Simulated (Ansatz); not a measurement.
# Fe (bcc type): the cost of one run

Computed with Ansatz 0.2.0 (DFT, PBE, PAW with Ansatz's default frozen-core files, scalar-relativistic, unless a step's input says otherwise).

### Step 1. The system as given

The structure is cubic, space group Im-3m (No. 229). The conventional cell has a = 2.833 Å, b = 2.833 Å, c = 2.833 Å, α = 90.00°, β = 90.00°, γ = 90.00°. Around Fe (site symmetry m-3m) lie 8 Fe at 2.45 Å.

Structure file:

```xyz
1
Lattice="-1.4163 1.4163 1.4163 1.4163 -1.4163 1.4163 1.4163 1.4163 -1.4163" Properties=species:S:1:pos:R:3 pbc="T T T"
Fe    0.0000    0.0000    0.0000
```

### Step 2. Cell relaxed at zero pressure, PAW

Contents of input.yaml:

```yaml
crystal:
  lattice:
    - [-1.4163059443, 1.4163059443, 1.4163059443]
    - [1.4163059443, -1.4163059443, 1.4163059443]
    - [1.4163059443, 1.4163059443, -1.4163059443]
  atoms:
    - { symbol: Fe, position: [0.0, 0.0, 0.0], spin: 2.5 }
magnetization:
  spin_polarized: true
kpoints:
  mp_grid: { grid: [24, 24, 24] }
scf:
  occupations: { method: fermi_dirac, width: 0.1 }
hamiltonian:
  xc: pbe
  pseudopotentials: { kind: paw }
output:
  forces: true
  stress: true
relax:
  f_tol: 0.005
  max_steps: 40
  cell: {}
```

Launch:

```sh
ansatz run input.yaml --threads 2 --pin off --max-ram 7168MiB --backend cpu --events-out ev --progress --plain --runs-dir out
```

What time and memory should one allow on 2 threads of Arm Neoverse V2, shared host?

About 15 s, with a peak of 0.38 GiB.
